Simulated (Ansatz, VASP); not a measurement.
# GaP: VASP beside Ansatz

```
CELL_PARAMETERS angstrom
2.69207 2.69207 0.00000
-2.69207 2.69207 0.00000
0.00000 2.69207 2.74331
ATOMIC_POSITIONS crystal
Ga 0.00000 0.00000 0.00000
P 0.75000 0.25000 0.50000
```

Change from the starting cell: in-plane strain -0.01, out-of-plane length and atoms relaxed by PAW.

Alike in both runs: functional PBEsol; k mesh 8 × 8 × 8; no spin polarisation.

Ansatz relaxed the structure, and its values are those at the end. VASP's run is a single point on that final structure, the one shown.

```csv
,VASP,Ansatz
version,VASP 6.6.1,Ansatz 0.2.0
potentials or method,"VASP PAW PBE potentials, release 64 (Ga_d, P)","PAW with Ansatz's default frozen-core files, scalar-relativistic"
plane-wave cutoff (eV),520,420
occupations,"gaussian, width 0.01 eV",fixed
valence electrons in the cell,18,18
```

Ansatz gave:

| Item | Value |
| --- | --- |
| pressure (GPa) | 1.0 |

Task: Which values does VASP return?

Result: Pressure (GPa): 0.9.

Caveats: the PAW data sets were made with another functional, which shifts forces and pressure a little (VASP). A k mesh can miss the band edges.
